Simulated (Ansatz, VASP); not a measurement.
## Al: VASP beside Ansatz

```
Al
1.0
     2.74775    0.00000    0.00000
    -1.37387    2.37962    0.00000
     0.00000    0.00000    4.72997
Al
2
Direct
  0.66667 0.33333 0.75000
  0.33333 0.66667 0.25000
```

Change from the starting cell: biaxial strain in the a-b plane, c and atoms relaxed: -2.0 %.

Alike in both runs: functional PBE; dispersion D3(BJ); k mesh 24 × 24 × 12; occupations gaussian, width 0.1 eV; no spin polarisation.

Ansatz relaxed the structure, and its values are those at the end. VASP's run is a single point on that final structure, the one shown.

|  | VASP | Ansatz |
| --- | --- | --- |
| version | VASP 6.6.1 | Ansatz 0.2.0 |
| potentials or method | VASP PAW PBE potentials, release 64 (Al) | scalar-relativistic, plane waves, PAW |
| plane-wave cutoff (eV) | 520 | 420 |
| valence electrons in the cell | 6 | 6 |

Ansatz gave:

```
gap on the k mesh at the Fermi level (eV) : none
pressure (GPa)                            : 2.9
```

Estimate VASP's values.

gap on the k mesh at the Fermi level (eV): none; pressure (GPa): 2.8.

A gap of «none» marks a metal or a gap that the smearing closes.

Caveats: pairwise dispersion overbinds metals, which lowers pressure and volume.
